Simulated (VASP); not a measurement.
# HfN (P6_3/mmc) in VASP: a series of runs, part 2 of 2

VASP 6.6.1. Earlier steps stand in the parts before.

## 6. Single point, PBE

The input, INCAR:

```
  ADDGRID = F
  ALGO = Normal
  EDIFF = 1E-6
  ENCUT = 460
  GGA = PE
  ISIF = 2
  ISMEAR = 0
  LASPH = T
  LCHARG = F
  LREAL = Auto
  LWAVE = F
  NELM = 100
  PREC = Accurate
  SIGMA = 0.05
```

The input, KPOINTS:

```
k-points
0
Gamma
  5 5 3
```

The input, POSCAR:

```
HfN
1.0
    3.1339080219      0.0000000000      0.0000000000
   -1.5669540110      2.7140439601      0.0000000000
    0.0000000000      0.0000000000      5.4167677200
Hf N
2 2
Direct
    0.3333333333      0.6666666667      0.2500000000
    0.6666666667      0.3333333333      0.7500000000
    0.0000000000      0.0000000000      0.5000000000
    0.0000000000      0.0000000000      0.0000000000
```

Potentials or basis: VASP PAW PBE potentials, release 64 (Hf_pv, N).

Run with:

```
cat potpaw_PBE.64/Hf_pv/POTCAR potpaw_PBE.64/N/POTCAR > POTCAR
mpirun -np 1 vasp_std > vasp.out
```

OUTCAR:

```text
EDIFF = 1E-6
   ENCUT = 460
   GGA = PE
   ISIF = 2
   ISMEAR = 0
   LASPH = T
   LREAL = Auto
   NELM = 100
   PREC = Accurate

 Found     10 irreducible k-points:

 Following reciprocal coordinates:
            Coordinates               Weight
  0.000000  0.000000  0.000000      1.000000
  0.200000 -0.000000  0.000000      6.000000
  0.400000  0.000000  0.000000      6.000000
  0.200000  0.200000  0.000000      6.000000
  0.400000  0.200000  0.000000      6.000000
  0.000000  0.000000  0.333333      2.000000
   k-points           NKPTS =     10   k-points in BZ     NKDIM =     10   number of bands    NBANDS=     19
   number of dos      NEDOS =    301   number of ions     NIONS =      4
   total plane-waves  NPLWV =  23040
   dimension x,y,z NGX =    24 NGY =   24 NGZ =   40
   dimension x,y,z NGXF=    48 NGYF=   48 NGZF=   80
   ions per type =               2   2
   NGX,Y,Z   is equivalent  to a cutoff of  12.73, 12.73, 12.28 a.u.
   NGXF,Y,Z  is equivalent  to a cutoff of  25.46, 25.46, 24.55 a.u.
 SYSTEM =  unknown system
   PREC   = accura    normal or accurate (medium, high low for compatibility)
   ISTART =      0    job   : 0-new  1-cont  2-samecut
   ICHARG =      2    charge: 1-file 2-atom 10-const
   ISPIN  =      1    spin polarized calculation?
   LNONCOLLINEAR =      F non collinear calculations
   LSORBIT =      F    spin-orbit coupling
   LASPH  =      T    aspherical Exc in radial PAW
   ENCUT  =  460.0 eV  33.81 Ry    5.81 a.u.   5.48  5.48  9.47*2*pi/ulx,y,z
   NELM   =    100;   NELMIN=  2; NELMDL= -5     # of ELM steps
   EDIFF  = 0.1E-05   stopping-criterion for ELM
   LREAL  =      T    real-space projection
   EDIFFG = 0.1E-04   stopping-criterion for IOM
   NSW    =      0    number of steps for IOM
   IBRION =     -1    ionic relax: 0-MD 1-quasi-New 2-CG
   NFREE  =      0    steps in history (QN), initial steepest desc. (CG)
   ISIF   =      2    stress and relaxation
   ISYM   =      2    0-nonsym 1-usesym 2-fastsym
   POTIM  = 0.5000    time-step for ionic-motion
   TEBEG  =    0.0;   TEEND  =   0.0 temperature during run
   PSTRESS=    0.0 pullay stress
   NELECT =      30.0000    total number of electrons
   NUPDOWN=      -1.0000    fix difference up-down
   EMIN   =  10.00;   EMAX   =-10.00  energy-range for DOS
   EFERMI =   0.00;   METHOD = LEGACY
   ISMEAR =     0;   SIGMA  =   0.05  broadening in eV -4-tet -1-fermi 0-gaus
   EFERMI_NEDOS =   21; number of points for ismear=-14 and -15
   IALGO  =     38    algorithm
   IMIX   =      4    mixing-type and parameters
     AMIX     =   0.40;   BMIX     =  1.00
     AMIX_MAG =   1.60;   BMIX_MAG =  1.00
  volume/ion in A,a.u.               =      11.52        77.73
  Fermi-wavevector in a.u.,A,eV,Ry     =   1.418951  2.681429 27.394278  2.013423
  Thomas-Fermi vector in A             =   2.540023
   LORBIT       =      0    0 simple, 1 ext, 2 COOP (PROOUT), +10 PAW based schemes
   GGA     = PE    functional components
   LHFCALC =     F    Hartree Fock is set to
   AEXX    =    0.0000 exact exchange contribution
   IVDW    =     0    specifies the selected vdW correction
   LEPSILON=     F    determine dielectric tensor
   LRPA    =     F    only Hartree local field effects (RPA)
 non-spin polarized calculation
 Gauss-broadening in eV      SIGMA  =   0.05
  energy-cutoff  :      460.00
  volume of cell :       46.07
 maximum number of plane-waves:      1057
 NGX is ok and might be reduce to    24
   NGX = 11   NGY = 11   NGZ = 19

 number of electron      30.0000001 magnetization

 Free energy of the ion-electron system (eV)
  ---------------------------------------------------
  ext. energy  EPLUGINS =         0.00000000
  ---------------------------------------------------
  free energy    TOTEN  =       -43.45435042 eV

  energy without entropy =      -43.45115431  energy(sigma->0) =      -43.45275237

 E-fermi :   8.3670     XC(G=0): -12.7437

 val. band max:        7.4245927867   @ k =   0.4000   0.2000   0.3333
 cond. band min:       8.4051966018   @ k =   0.4000   0.0000   0.3333
 fundamental gap:      0.9806038152
 Fermi energy:         8.3669804755

 k-point     1 :       0.0000    0.0000    0.0000
  band No.  band energies     occupation
      1     -23.7851      2.00000
      2     -22.9275      2.00000
      3     -22.8248      2.00000
      4     -22.8248      2.00000
      5     -22.7643      2.00000
      6     -22.7643      2.00000
[... 11 lines left out ...]
     18       8.9804      0.00000
     19       9.8066      0.00000
[... 93 lines left out ...]
      3     -22.8097      2.00000
      4     -22.8097      2.00000
      5     -22.7794      2.00000
      6     -22.7794      2.00000
[... 11 lines left out ...]
     18      10.0533      0.00000
     19      10.1019      0.00000

 [... further k-points ...]

------------------------ aborting loop because EDIFF is reached ----------------------------------------

  FORCE on cell =-STRESS in cart. coord.  units (eV):
  Direction    XX          YY          ZZ          XY          YZ          ZX
  --------------------------------------------------------------------------------------
  -------------------------------------------------------------------------------------
  Total        0.9749835      0.9749835      0.7414308     -0.0000000      0.0000000      0.0000000
  in kB       33.9050588     33.9050588     25.7832616     -0.0000000      0.0000000      0.0000000
  external PRESSURE =      31.1977931 kB  Pullay stress =       0.0000000 kB

 VOLUME and BASIS-vectors are now :
 -----------------------------------------------------------------------------
  energy-cutoff  :      460.00
  volume of cell :       46.07
      direct lattice vectors                 reciprocal lattice vectors
     3.133908022  0.000000000  0.000000000     0.319090411  0.184226935  0.000000000
    -1.566954011  2.714043960  0.000000000     0.000000000  0.368453870  0.000000000
     0.000000000  0.000000000  5.416767720     0.000000000  0.000000000  0.184611940

 POSITION                                       TOTAL-FORCE (eV/Angst)
 -----------------------------------------------------------------------------------
     -0.00000      1.80936      1.35419         0.000000     -0.000000      0.000000
      1.56695      0.90468      4.06258        -0.000000      0.000000      0.000000
      0.00000      0.00000      2.70838        -0.000000     -0.000000      0.000000
      0.00000      0.00000      0.00000        -0.000000     -0.000000      0.000000
 -----------------------------------------------------------------------------------
    total drift:                                0.000000     -0.000000      0.000000

  FREE ENERGIE OF THE ION-ELECTRON SYSTEM (eV)
  ---------------------------------------------------
  free  energy   TOTEN  =       -43.4543504236 eV

  energy  without entropy=      -43.4511543138  energy(sigma->0) =      -43.45275237
```

OSZICAR:

```text
N       E                     dE             d eps       ncg     rms          rms(c)
DAV:   1     0.112926517477E+03    0.11293E+03   -0.16269E+04   388   0.144E+03
DAV:   2    -0.442925534275E+02   -0.15722E+03   -0.15185E+03   497   0.326E+02
DAV:   3    -0.495269214311E+02   -0.52344E+01   -0.52006E+01   448   0.517E+01
DAV:   4    -0.496095753212E+02   -0.82654E-01   -0.82145E-01   520   0.592E+00
DAV:   5    -0.496113161531E+02   -0.17408E-02   -0.17359E-02   473   0.535E-01    0.737E+01
DAV:   6    -0.435992095513E+02    0.60121E+01   -0.38008E+01   422   0.320E+01    0.588E+01
DAV:   7    -0.434819345288E+02    0.11728E+00   -0.23270E+00   428   0.107E+01    0.251E+01
DAV:   8    -0.434624009753E+02    0.19534E-01   -0.10787E-01   477   0.254E+00    0.352E+00
DAV:   9    -0.434554288934E+02    0.69721E-02   -0.48147E-02   436   0.130E+00    0.252E+00
DAV:  10    -0.434544393755E+02    0.98952E-03   -0.97144E-03   442   0.646E-01    0.520E-01
DAV:  11    -0.434543564353E+02    0.82940E-04   -0.50930E-04   448   0.176E-01    0.122E-01
DAV:  12    -0.434543502063E+02    0.62290E-05   -0.70696E-05   472   0.597E-02    0.120E-01
DAV:  13    -0.434543504236E+02   -0.21733E-06   -0.53095E-06   456   0.172E-02
   1 F= -.43454350E+02 E0= -.43452752E+02  d E =-.319611E-02
```

Wall time 22 s (1 thread of Intel Xeon Platinum 8488C (Sapphire Rapids), shared host); peak memory 0.14 GiB.

The run converged, but some of its settings lie outside the range that counts as converged, so its numbers aren't taken as properties of the crystal.

What came out:

* Free energy: -43.4544 eV
* Pressure: 3.1 GPa
* Band gap on the k mesh: none (metal or under the smearing width)

Caveat: the k mesh is coarse (spacing up to 0.46 Å⁻¹), so the values aren't converged; the cutoff is under 1.25 times the usual one of these potentials, so pressure, stress and relaxed cells hold a basis-set (Pulay) error.
